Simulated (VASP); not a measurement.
CdTe:

```
Te Cd
1.0
     0.00000    3.20500    3.20500
     3.20500    0.00000    3.20500
     3.20500    3.20500    0.00000
Te Cd
1 1
Cartesian
  4.8075 4.8075 4.8075
  0.0000 0.0000 0.0000
```

| Property | Result |
| --- | --- |
| Program | VASP 6.6.1 |
| Task | relaxation of cell and atoms |
| Functional | r2SCAN |
| Dispersion | D4 |
| Potentials or basis | VASP PAW PBE potentials, release 64 (Te, Cd) |
| Cutoff | 600 eV |
| k mesh | 7 × 7 × 7 |
| Occupations | gaussian, width 0.05 eV |
| Spin | no spin polarisation |

At the start: pressure 2.7 GPa; volume 32.92 Å³/atom.

Problem. How do energy, volume and symmetry change on relaxing?

Solution. Over 3 steps the energy falls by 15.6 meV/atom and the volume is 34.85 Å³/atom (+5.9 %); space group F-43m (No. 216, to 0.05 Å).

Step by step:
```csv
step,energy change (eV),largest force (eV/Å),pressure (GPa),volume (Å³)
1,0.0000,0.0000,2.74,65.84
2,-0.0264,0.0000,-0.92,71.35
3,-0.0312,0.0000,0.01,69.70
```

Final structure:
```
Te Cd
1.0
     0.00000    3.26645    3.26645
     3.26645    0.00000    3.26645
     3.26645    3.26645    0.00000
Te Cd
1 1
Direct
  0.75000 0.75000 0.75000
  0.00000 0.00000 0.00000
```

Caveat: the PAW data sets were made with another functional, which shifts forces and pressure a little.
